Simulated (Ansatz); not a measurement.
# Niobium (omega (AlB2-type)) across density functionals

All rows: Ansatz, plane waves with scalar-relativistic PAW, 420 eV (500 eV for the SCAN forms), relaxed under each functional, no dispersion correction, no zero-point motion. B₀ comes from uniform scaling at fixed shape; a dash is a value not given.

| functional | V (Å³/atom) | cell | B₀ (GPa) | magnetic state | ΔE to bcc (meV/atom) |
| --- | --- | --- | --- | --- | --- |
| PBE | 18.47 | a = 4.880 Å, c = 2.687 Å (c/a = 0.551) | 163 | non-magnetic | 200 |
| r²SCAN | 18.36 | a = 4.877 Å, c = 2.674 Å (c/a = 0.548) | 169 | non-magnetic | 190 |
| PBEsol | 17.85 | a = 4.826 Å, c = 2.656 Å (c/a = 0.550) | 176 | spin not included | 211 |
| LDA | 17.46 | a = 4.792 Å, c = 2.634 Å (c/a = 0.550) | 186 | spin not included | 214 |
| revPBE | 18.73 | a = 4.904 Å, c = 2.699 Å (c/a = 0.550) | 159 | spin not included | 197 |
| RPBE | 18.83 | a = 4.912 Å, c = 2.703 Å (c/a = 0.550) | 157 | spin not included | 196 |
| BLYP | 19.24 | a = 4.955 Å, c = 2.715 Å (c/a = 0.548) | 151 | spin not included | 182 |

LDA gives the smallest volume and BLYP the largest.
